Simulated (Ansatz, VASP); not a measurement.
# Two plane-wave programs on Pb

INCAR

```
SYSTEM = Pb
ALGO = Normal
EDIFF = 1E-8
ENCUT = 520
GGA = PE
ISIF = 2
ISMEAR = -1
LASPH = .TRUE.
LCHARG = .FALSE.
LEFG = .TRUE.
LREAL = .FALSE.
LWAVE = .FALSE.
NBANDS = 21
NELM = 100
PREC = Accurate
SIGMA = 0.05
```

KPOINTS

```
k-points
0
G
  8 8 8
  0 0 0
```

File POSCAR:

```
Pb
1.0
    0.0000000000      3.4504253888      3.4504253888
    3.4504253888      0.0000000000      3.4504253888
    3.4504253888      3.4504253888      0.0000000000
Pb
2
Direct
    0.0000000000      0.0000000000      0.0000000000
    0.2500000000      0.2500000000      0.2500000000
```

Input for Ansatz:

```yaml
crystal:
  lattice:
    - [0.0, 3.4504253888, 3.4504253888]
    - [3.4504253888, 0.0, 3.4504253888]
    - [3.4504253888, 3.4504253888, 0.0]
  atoms:
    - { symbol: Pb, position: [0.0, 0.0, 0.0] }
    - { symbol: Pb, position: [0.25, 0.25, 0.25] }
kpoints:
  mp_grid: { grid: [8, 8, 8] }
scf:
  occupations: { method: fermi_dirac, width: 0.05 }
hamiltonian:
  xc: pbe
  pseudopotentials: { kind: paw }
output:
  forces: true
  stress: true
  eigenvalues: true
  efg: { contact_densities: true }
  write_density: true
  write_potential: true
  elf: true
  volumetric_format: npy
```

Change from the starting cell: volume scaled by 1.01, PAW files.

Alike in both runs: task electric field gradients; functional PBE; k mesh 8 × 8 × 8; occupations fermi-dirac, width 0.05 eV; no spin polarisation.

|  | VASP | Ansatz |
| --- | --- | --- |
| version | VASP 6.6.1 | Ansatz 0.2.0 |
| potentials or method | VASP PAW PBE potentials, release 64 (Pb_d) | PAW with Ansatz's default frozen-core files, scalar-relativistic |
| plane-wave cutoff (eV) | 520 | 420 |
| valence electrons in the cell | 28 | 28 |

|  | VASP | Ansatz | Ansatz less VASP |
| --- | --- | --- | --- |
| pressure (GPa) | 2.0 | 2.0 | +0.05 |
| Vzz of the field gradient on the site that differs most (V/Å²) | 0.0 | 0.0 | 0.00 |

Ansatz warned: «gradients_without_spin_orbit».

The runs have no spin-orbit coupling, so splittings on Pb are missing.
